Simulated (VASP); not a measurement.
Output of a VASP run:

### OUTCAR
```
 ion  position               nearest neighbor table
   1  0.250  0.250  0.250-   8 1.98  10 1.98  14 1.98  12 1.98   4 3.42   5 3.42   3 3.42   3 3.42
                             5 3.42   6 3.42   3 3.42   4 3.42   6 3.42   4 3.42   5 3.42   6 3.42
   2  0.000  0.000  0.000-   9 1.98  11 1.98  13 1.98   7 1.98   4 3.42   6 3.42   3 3.42   5 3.42
                             6 3.42   3 3.42   4 3.42   5 3.42   4 3.42   5 3.42   6 3.42   3 3.42
   3  0.125  0.625  0.625-  10 1.96  13 1.96   7 1.96  12 1.96   9 1.96  14 1.96   6 2.92   4 2.92
                             5 2.92   4 2.92   5 2.92   6 2.92   2 3.42   2 3.42   1 3.42   1 3.42
   4  0.625  0.625  0.125-   7 1.96  12 1.96  10 1.96  11 1.96   8 1.96  13 1.96   6 2.92   3 2.92
                             5 2.92   6 2.92   5 2.92   3 2.92   1 3.42   1 3.42   2 3.42   1 3.42
   5  0.625  0.125  0.625-   8 1.96  11 1.96   9 1.96   7 1.96  12 1.96  14 1.96   6 2.92   4 2.92
                             3 2.92   4 2.92   6 2.92   3 2.92   2 3.42   1 3.42   1 3.42   1 3.42
   6  0.625  0.625  0.625-   9 1.96  14 1.96  10 1.96  11 1.96  13 1.96   8 1.96   3 2.92   4 2.92
                             5 2.92   4 2.92   5 2.92   3 2.92   2 3.42   1 3.42   2 3.42   1 3.42
   7  0.861  0.861  0.861-   4 1.96   3 1.96   5 1.96   2 1.98
   8  0.834  0.389  0.389-   5 1.96   4 1.96   6 1.96   1 1.98
   9  0.861  0.861  0.416-   6 1.96   5 1.96   3 1.96   2 1.98
  10  0.389  0.834  0.389-   3 1.96   4 1.96   6 1.96   1 1.98
  11  0.416  0.861  0.861-   5 1.96   4 1.96   6 1.96   2 1.98
  12  0.389  0.389  0.389-   4 1.96   3 1.96   5 1.96   1 1.98
  13  0.861  0.416  0.861-   3 1.96   4 1.96   6 1.96   2 1.98
  14  0.389  0.389  0.834-   6 1.96   5 1.96   3 1.96   1 1.98
  LATTYP: Found a face centered cubic cell.
 ALAT       =     8.2597740000
 Subroutine PRICEL returns:
 Original cell was already a primitive cell.
 Subroutine GETGRP returns: Found 48 space group operations
The static configuration has the point symmetry T_d .
 The point group associated with its full space group is O_h .
The dynamic configuration has the point symmetry T_d .
 Subroutine INISYM returns: Found 48 space group operations
 Subroutine IBZKPT returns following result:
 Found     10 irreducible k-points:

 Following reciprocal coordinates:
            Coordinates               Weight
  0.000000  0.000000  0.125000      8.000000
  0.250000  0.000000  0.125000     24.000000
  0.500000  0.000000  0.125000     24.000000
 -0.250000  0.000000  0.125000     24.000000
  0.500000  0.250000  0.125000     48.000000
  0.500000  0.500000  0.125000     24.000000
 -0.250000  0.500000  0.125000     48.000000
 -0.250000 -0.250000  0.125000     24.000000
  0.000000  0.000000  0.375000      8.000000
 -0.250000  0.000000  0.375000     24.000000
   k-points           NKPTS =     10   k-points in BZ     NKDIM =     10   number of bands    NBANDS=     40
   number of dos      NEDOS =    301   number of ions     NIONS =     14
   total plane-waves  NPLWV =  64000
   dimension x,y,z NGX =    40 NGY =   40 NGZ =   40
   dimension x,y,z NGXF=    80 NGYF=   80 NGZF=   80
   ions per type =               2   4   8
   PREC   = accura    normal or accurate (medium, high low for compatibility)
   ISTART =      0    job   : 0-new  1-cont  2-samecut
   ICHARG =      2    charge: 1-file 2-atom 10-const
   ISPIN  =      1    spin polarized calculation?
   LNONCOLLINEAR =      F non collinear calculations
   LSORBIT =      F    spin-orbit coupling
   INIWAV =      1    electr: 0-lowe 1-rand  2-diag
   ENCUT  =  400.0 eV  29.40 Ry    5.42 a.u.   9.52  9.52  9.52*2*pi/ulx,y,z
   NELM   =    100;   NELMIN=  2; NELMDL= -5     # of ELM steps
   EDIFF  = 0.1E-05   stopping-criterion for ELM
   LREAL  =      T    real-space projection
   NLSPLINE    = F    spline interpolate recip. space projectors
   LMAXMIX     =    2 max onsite mixed and CHGCAR
   VOSKOWN=      0    Vosko Wilk Nusair interpolation
   EDIFFG = 0.1E-04   stopping-criterion for IOM
   NSW    =      0    number of steps for IOM
   NBLOCK =      1;   KBLOCK =      1    inner block; outer block
   IBRION =     -1    ionic relax: 0-MD 1-quasi-New 2-CG
   NFREE  =      0    steps in history (QN), initial steepest desc. (CG)
   ISIF   =      2    stress and relaxation
   ISYM   =      2    0-nonsym 1-usesym 2-fastsym
   TEIN   =    0.0    initial temperature
   TEBEG  =    0.0;   TEEND  =   0.0 temperature during run
   SMASS  =  -3.00    Nose mass-parameter (am)
   PSTRESS=    0.0 pullay stress
   NELECT =      64.0000    total number of electrons
   EFERMI =   0.00;   METHOD = LEGACY
   ISMEAR =     0;   SIGMA  =   0.05  broadening in eV -4-tet -1-fermi 0-gaus
   IALGO  =     38    algorithm
...
```

OSZICAR:
```
       N       E                     dE             d eps       ncg     rms          rms(c)
DAV:   1     0.293129469563E+03    0.29313E+03   -0.28875E+04   840   0.120E+03
DAV:   2    -0.917812212791E+02   -0.38491E+03   -0.37326E+03  1024   0.281E+02
DAV:   3    -0.111349823095E+03   -0.19569E+02   -0.19503E+02   960   0.708E+01
DAV:   4    -0.111531997534E+03   -0.18217E+00   -0.18194E+00   960   0.756E+00
DAV:   5    -0.111534853199E+03   -0.28557E-02   -0.28551E-02   920   0.915E-01    0.202E+01
DAV:   6    -0.995874917797E+02    0.11947E+02   -0.53134E+01   928   0.334E+01    0.688E+00
DAV:   7    -0.995172064485E+02    0.70285E-01   -0.10170E+00   920   0.493E+00    0.390E+00
DAV:   8    -0.995015630359E+02    0.15643E-01   -0.25270E-01   936   0.316E+00    0.665E-01
DAV:   9    -0.995108513021E+02   -0.92883E-02   -0.31058E-02   960   0.941E-01    0.319E-01
DAV:  10    -0.995125913479E+02   -0.17400E-02   -0.23097E-03   936   0.266E-01    0.130E-01
DAV:  11    -0.995128821148E+02   -0.29077E-03   -0.73278E-04   904   0.141E-01    0.507E-02
DAV:  12    -0.995129392661E+02   -0.57151E-04   -0.12491E-04   912   0.568E-02    0.111E-02
DAV:  13    -0.995129378312E+02    0.14349E-05   -0.12335E-05   952   0.175E-02    0.215E-03
DAV:  14    -0.995129378796E+02   -0.48380E-07   -0.78877E-07   616   0.492E-03
   1 F= -.99512938E+02 E0= -.99512938E+02  d E =-.417819E-12
```

### OUTCAR
```
------------------------ aborting loop because EDIFF is reached ----------------------------------------
  FORCE on cell =-STRESS in cart. coord.  units (eV):
  Direction    XX          YY          ZZ          XY          YZ          ZX
  --------------------------------------------------------------------------------------
  Total       -9.9089734     -9.9089734     -9.9089734     -0.0000000     -0.0000000     -0.0000000
  in kB     -112.6924296   -112.6924296   -112.6924296     -0.0000000     -0.0000000     -0.0000000
  external PRESSURE =    -112.6924296 kB  Pullay stress =       0.0000000 kB
  volume of cell :      140.88
      direct lattice vectors                 reciprocal lattice vectors
     0.000000000  4.129887000  4.129887000    -0.121068688  0.121068688  0.121068688
     4.129887000  0.000000000  4.129887000     0.121068688 -0.121068688  0.121068688
     4.129887000  4.129887000  0.000000000     0.121068688  0.121068688 -0.121068688
 POSITION                                       TOTAL-FORCE (eV/Angst)
 -----------------------------------------------------------------------------------
      2.06494      2.06494      2.06494        -0.000000     -0.000000      0.000000
      0.00000      0.00000      0.00000        -0.000000     -0.000000      0.000000
      5.16236      3.09742      3.09742        -0.000000     -0.000000     -0.000000
      3.09742      3.09742      5.16236        -0.000000     -0.000000     -0.000000
      3.09742      5.16236      3.09742        -0.000000     -0.000000      0.000000
      5.16236      5.16236      5.16236        -0.000000     -0.000000     -0.000000
      7.11398      7.11398      7.11398        -0.029795     -0.029795     -0.029795
      3.21074      5.04903      5.04903         0.029795     -0.029795     -0.029795
      5.27568      5.27568      7.11398         0.029795      0.029795     -0.029795
      5.04903      3.21074      5.04903        -0.029795      0.029795     -0.029795
      7.11398      5.27568      5.27568        -0.029795      0.029795      0.029795
      3.21074      3.21074      3.21074         0.029795      0.029795      0.029795
      5.27568      7.11398      5.27568         0.029795     -0.029795      0.029795
      5.04903      5.04903      3.21074        -0.029795     -0.029795      0.029795
 -----------------------------------------------------------------------------------
    total drift:                               -0.000000     -0.000000     -0.000000
  FREE ENERGIE OF THE ION-ELECTRON SYSTEM (eV)
  ---------------------------------------------------
  free  energy   TOTEN  =       -99.5129378796 eV

  energy  without entropy=      -99.5129378796  energy(sigma->0) =      -99.51293788
```
(Selected blocks of OUTCAR.)

File POSCAR:
```
MgAl2O4
1
    0.0000000000     4.1298870000     4.1298870000
    4.1298870000     0.0000000000     4.1298870000
    4.1298870000     4.1298870000     0.0000000000
Mg Al O
2 4 8
Direct
  0.2500000000   0.2500000000   0.2500000000
  0.0000000000   0.0000000000   0.0000000000
  0.1250000000   0.6250000000   0.6250000000
  0.6250000000   0.6250000000   0.1250000000
  0.6250000000   0.1250000000   0.6250000000
  0.6250000000   0.6250000000   0.6250000000
  0.8612800000   0.8612800000   0.8612800000
  0.8338400000   0.3887200000   0.3887200000
  0.8612800000   0.8612800000   0.4161600000
  0.3887200000   0.8338400000   0.3887200000
  0.4161600000   0.8612800000   0.8612800000
  0.3887200000   0.3887200000   0.3887200000
  0.8612800000   0.4161600000   0.8612800000
  0.3887200000   0.3887200000   0.8338400000
```

### Question
Reconstruct the remaining input files.

### Answer
This is not unique; one that fits is the input of the run itself, PBE GGA, plane waves, VASP's PBE PAW potentials (set 64).

**KPOINTS**
```
Automatic mesh
0
G
4 4 4
0 0 0.5
```

INCAR:
```
! general
SYSTEM  =  MgAl2O4
PREC    =  Accurate
ENCUT   =  400
LREAL   =  Auto
LASPH   =  .True.

! electronic loop
EDIFF   =  1E-6
NELM    =  100
ALGO    =  Normal

! smearing
ISMEAR  =  0
SIGMA   =  0.05

! functional
GGA     =  PE

! ions
ISIF    =  2

! output
LWAVE   =  .False.
LCHARG  =  .False.
```

POTCAR, in this order: Mg Al O (PBE.64 set). Program: vasp_std.

At this cut-off the stress carries a Pulay error, which pulls relaxed volumes low.

The structure comes from a computed database's MgAl2O4 entry; how it stands against other phases isn't given here. The cell was not relaxed at this level. The run is one of a series of settings (KPOINTS 4×4×4 Γ-centred mesh shifted by (0, 0, 0.5) against the base run), some of them coarse on purpose.
